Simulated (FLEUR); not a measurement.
Crystal: TiAl.

```
Ti Al
1.0
     3.17906    0.00000    0.00000
     0.00000    3.17906    0.00000
     0.00000    0.00000    3.17906
Ti Al
1 1
Direct
  0.00000 0.00000 0.00000
  0.50000 0.50000 0.50000
```

The cell comes from a database or a generator and needn't be the stable form of this composition.

| Property | Result |
| --- | --- |
| Program | FLEUR MaX-R8.1 (later development tree) |
| Task | single point |
| Functional | PBE |
| Potentials or basis | all-electron |
| Basis | FLAPW |
| Kmax | 3.8 1/bohr |
| k mesh | 8 × 8 × 8 |
| Occupations | fermi-dirac, width 0.05 eV |
| Spin | no spin polarisation |
| Gmax | 11.8 1/bohr |
| Muffin-tin radii | Ti 2.48, Al 2.19 bohr |
| lmax | Ti 10, Al 9 |
| Local orbitals a species | Ti 5, Al 4 |
| Max iterations | 60 |
| Mixing factor | 0.05 |
| Mixer | Anderson |
| Mixer history | 15 |
| Density convergence | 1e-05 me/bohr^3 |

On this cell: largest force zero by symmetry; band gap on the k mesh none (metal or under the smearing width).

The same run follows on a disturbed copy (atoms moved at random, drawn with an rms of 0.05 Å):

```
CELL_PARAMETERS angstrom
3.17906 0.00000 0.00000
0.00000 3.17906 0.00000
0.00000 0.00000 3.17906
ATOMIC_POSITIONS crystal
Ti 0.99886 0.00758 0.00170
Al 0.50931 0.50647 0.50062
```

Problem. What does the disturbed cell give?

Solution. The energy (extrapolated to zero smearing) moves by +1.8 meV/atom; largest force 0.213 eV/Å; band gap on the k mesh none (metal or under the smearing width).

Forces in eV/Å, atoms in the order of the input:
```
Ti   0.211 -0.022 -0.022
Al  -0.211  0.022  0.022
```
